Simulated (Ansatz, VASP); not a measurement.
# Two plane-wave programs on Ir

INCAR

```
PREC = Accurate
ENCUT = 520
EDIFF = 1E-6
ISMEAR = -1
SIGMA = 0.15
LREAL = F
LASPH = T
NELM = 60
ALGO = Fast
ISIF = 2
LWAVE = F
LCHARG = F
GGA = PS
NBANDS = 10
```

Contents of KPOINTS:

```
Automatic mesh
0
Gamma
  20 20 20
```

Contents of POSCAR:

```
Ir
1.0
    0.0000000000      1.9032718097      1.9032718097
    1.9032718097      0.0000000000      1.9032718097
    1.9032718097      1.9032718097      0.0000000000
Ir
1
Direct
    0.0000000000      0.0000000000      0.0000000000
```

Input for Ansatz:

```yaml
crystal:
  lattice:
    - [0.0, 1.9032718097, 1.9032718097]
    - [1.9032718097, 0.0, 1.9032718097]
    - [1.9032718097, 1.9032718097, 0.0]
  atoms:
    - { symbol: Ir, position: [0.0, 0.0, 0.0] }
basis:
  ecutwfc: 420
kpoints:
  mp_grid: { grid: [20, 20, 20] }
hamiltonian:
  xc: pbesol
scf:
  occupations: { method: fermi_dirac, width: 0.15 }
output:
  forces: true
  stress: true
  eigenvalues: true
```

Alike in both runs: task single point; functional PBEsol; k mesh 20 × 20 × 20; occupations fermi-dirac, width 0.15 eV; no spin polarisation.

```csv
,VASP,Ansatz
version,VASP 6.6.1,Ansatz 0.2.0
potentials or method,"VASP PAW PBE potentials, release 64 (Ir)","scalar-relativistic, plane waves, PAW"
plane-wave cutoff (eV),520,420
valence electrons in the cell,9,17
```

```tsv
	VASP	Ansatz	Ansatz less VASP
gap on the k mesh at the Fermi level (eV)	none	none	-
pressure (GPa)	9.0	8.1	-0.90
```

A gap of «none» marks a metal or a gap that the smearing closes. With one functional, cell and mesh, what is left measures potentials, basis and numerics. The two sets of potentials don't hold the same shells in valence.

Caveats: the PAW data sets were made with another functional, which shifts forces and pressure a little (VASP). The runs have no spin-orbit coupling, so splittings on Ir are missing.
